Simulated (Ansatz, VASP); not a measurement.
# One calculation of LiF, two programs

```
Li F
1.0
     3.06094    0.00000    0.00000
    -1.53047    2.65085    0.00000
     0.00000    0.00000    4.80732
Li F
2 2
Direct
  0.33333 0.66667 0.38115
  0.66667 0.33333 0.88115
  0.33333 0.66667 0.02505
  0.66667 0.33333 0.52505
```

Change from the starting cell: all F atoms moved +0.150 Å, as atom 3 along Cartesian [0 0 1].

Alike in both runs: task single point; functional PBEsol; k mesh 9 × 9 × 6; occupations gaussian, width 0.05 eV; no spin polarisation.

```csv
,VASP,Ansatz
version,VASP 6.6.1,Ansatz 0.2.0
potentials or method,"VASP PAW PBE potentials, release 64 (Li_sv, F)","scalar-relativistic, plane waves, PAW"
plane-wave cutoff (eV),520,420
valence electrons in the cell,20,20
```

Ansatz gave:

* gap on the k mesh at the Fermi level (eV): 7.80
* least direct gap on the mesh (eV): 7.80
* rms of the force components (eV/Å): 0.447

Q: What did VASP give for the same quantities?

A: gap on the k mesh at the Fermi level (eV): 7.79; least direct gap on the mesh (eV): 7.79; rms of the force components (eV/Å): 0.471.

Atom by atom the forces differ by 0.025 eV/Å (rms over components). The functional is the same, so the differences come from potentials, cutoffs and numerics.

Caveats: the PAW data sets were made with another functional, which shifts forces and pressure a little (VASP); an odd mesh through Γ misses points on the zone boundary, where band edges often lie.
